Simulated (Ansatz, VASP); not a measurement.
**Au: VASP beside Ansatz**

INCAR

```
ALGO = Normal
EDIFF = 1E-6
EDIFFG = -0.04
ENCUT = 600
GGA = PE
IBRION = 2
ISIF = 3
ISMEAR = 0
LASPH = True
LCHARG = False
LREAL = False
LWAVE = False
NELM = 60
NSW = 90
PREC = Accurate
SIGMA = 0.1
```

KPOINTS

```
k-points
0
Gamma
  6 6 6
```

The input POSCAR:

```
Au
1.0
    2.5638780600      0.0000000000      0.0000000000
    0.0000000000      2.5638780600      0.0000000000
    0.0000000000      0.0000000000      2.6269383300
Au
1
Direct
    0.0000000000      0.0000000000      0.0000000000
```

Input for Ansatz:

```yaml
crystal:
  lattice:
    - [2.56387806, 0.0, 0.0]
    - [0.0, 2.56387806, 0.0]
    - [0.0, 0.0, 2.62693833]
  atoms:
    - { symbol: Au, position: [0.0, 0.0, 0.0] }
basis:
  ecutwfc: 420
kpoints:
  mp_grid: { grid: [6, 6, 6] }
hamiltonian:
  xc: pbe
scf:
  occupations: { method: gaussian, width: 0.1 }
  lower_state_search: "off"
output:
  forces: true
  stress: true
  eigenvalues: true
relax:
  adjacent_minimum: "off"
  f_tol: 0.04
  max_steps: 70
  cell: { stress_tol: 0.4 }
```

Alike in both runs: task relaxation of cell and atoms; functional PBE; k mesh 6 × 6 × 6; occupations gaussian, width 0.1 eV; no spin polarisation.

|  | VASP | Ansatz |
| --- | --- | --- |
| version | VASP 6.6.1 | Ansatz 0.2.0 |
| potentials or method | VASP PAW PBE potentials, release 64 (Au) | scalar-relativistic, plane waves, PAW |
| plane-wave cutoff (eV) | 600 | 420 |
| valence electrons in the cell | 11 | 19 |

VASP gave:

```
gap on the k mesh at the Fermi level, each at its own relaxed structure (eV) : none
relaxed volume (Å³/atom)                                                     : 20.36
relaxed cell length with the largest relative difference (Å)                 : 2.728
energy change over the relaxation (meV/atom)                                 : -249
```

**Question.** Which values does Ansatz return?

**Answer.** gap on the k mesh at the Fermi level, each at its own relaxed structure (eV): none; relaxed volume (Å³/atom): 20.40; relaxed cell length with the largest relative difference (Å): 2.731; energy change over the relaxation (meV/atom): -255.

A gap of «none» marks a metal or a gap that the smearing closes. The two sets of potentials don't hold the same shells in valence.

Caveats: the k mesh is coarse (spacing up to 0.41 Å⁻¹), so the values aren't converged; the volume moved by over 15 % at a fixed basis, so the end points are rough (VASP). The runs have no spin-orbit coupling, so splittings on Au are missing.
